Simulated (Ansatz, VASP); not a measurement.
## LiF: VASP beside Ansatz

Contents of POSCAR:

```
LiF
1.0
    3.0810126371      0.0000000000      0.0000000000
   -1.5405063186      2.6682352131      0.0000000000
    0.0000000000      0.0000000000      4.7853429675
Li F
2 2
Direct
    0.3333333333      0.6666666667     -0.0074305300
    0.6666666667      0.3333333333      0.4925694700
    0.3333333333      0.6666666667      0.3824305300
    0.6666666667      0.3333333333      0.8824305300
```

File INCAR.step1:

```
SYSTEM = LiF
ALGO     = Normal         ! electronic algorithm
EDIFF    = 1E-5           ! SCF threshold, eV
ENCUT    = 520            ! plane-wave cutoff, eV
GGA      = PE             ! functional
ISIF     = 2              ! what is computed and relaxed
ISMEAR   = 0              ! smearing method
LASPH    = .TRUE.         ! aspherical terms in the spheres
LCHARG   = .FALSE.        ! write CHGCAR
LREAL    = .FALSE.        ! projectors in reciprocal space
LWAVE    = .TRUE.         ! write WAVECAR
NBANDS   = 18             ! bands
NELM     = 80             ! most SCF steps
PREC     = Accurate       ! precision mode
SIGMA    = 0.01           ! smearing width, eV
```

File INCAR.step2:

```
SYSTEM = LiF
ALGO     = Normal         ! electronic algorithm
EDIFF    = 1E-6           ! SCF threshold, eV
ENCUT    = 520            ! plane-wave cutoff, eV
GGA      = PE             ! functional
HFSCREEN = 0.2079         ! screening, 1/A
ISIF     = 2              ! what is computed and relaxed
ISMEAR   = 0              ! smearing method
ISTART   = 1            
LASPH    = .TRUE.         ! aspherical terms in the spheres
LCHARG   = .FALSE.        ! write CHGCAR
LHFCALC  = .TRUE.         ! exact exchange
LREAL    = .FALSE.        ! projectors in reciprocal space
LWAVE    = .FALSE.        ! write WAVECAR
NBANDS   = 18             ! bands
NELM     = 80             ! most SCF steps
PREC     = Accurate       ! precision mode
PRECFOCK = Normal       
SIGMA    = 0.01           ! smearing width, eV
```

The input KPOINTS:

```
k-points
0
G
  6 6 4
  0 0 0
```

Input for Ansatz:

```yaml
crystal:
  lattice:
    - [3.0810126371, 0.0, 0.0]
    - [-1.5405063186, 2.6682352131, 0.0]
    - [0.0, 0.0, 4.7853429675]
  atoms:
    - { symbol: Li, position: [0.3333333333, 0.6666666667, -0.00743053] }
    - { symbol: Li, position: [0.6666666667, 0.3333333333, 0.49256947] }
    - { symbol: F, position: [0.3333333333, 0.6666666667, 0.38243053] }
    - { symbol: F, position: [0.6666666667, 0.3333333333, 0.88243053] }
kpoints:
  mp_grid: { grid: [6, 6, 4] }
  band_path:
    path:
      - [0.0, 0.0, 0.0]
      - [0.5, 0.0, 0.0]
      - [0.3333333333, 0.3333333333, 0.0]
      - [0.0, 0.0, 0.5]
      - [0.5, 0.0, 0.5]
      - [0.3333333333, 0.3333333333, 0.5]
    npoints: 1
hamiltonian:
  xc: hse06
scf:
  occupations: { method: fixed }
  n_extra_bands: 5
output:
  forces: true
  stress: true
  eigenvalues: true
```

Alike in both runs: task single point; functional HSE06; k mesh 6 × 6 × 4; no spin polarisation.

|  | VASP | Ansatz |
| --- | --- | --- |
| version | VASP 6.6.1 | Ansatz 0.2.0 |
| potentials or method | VASP PAW PBE potentials, release 64 (Li_sv, F) | plane waves, PAW |
| plane-wave cutoff (eV) | 520 | 420 |
| occupations | gaussian, width 0.01 eV | fixed |
| valence electrons in the cell | 20 | 20 |

```tsv
	VASP	Ansatz	Ansatz less VASP
gap on the k mesh at the Fermi level (eV)	10.00	10.03	+0.025
```

Ansatz warned: «stress_exchange_threshold_loose».

 A k mesh can miss the band edges.
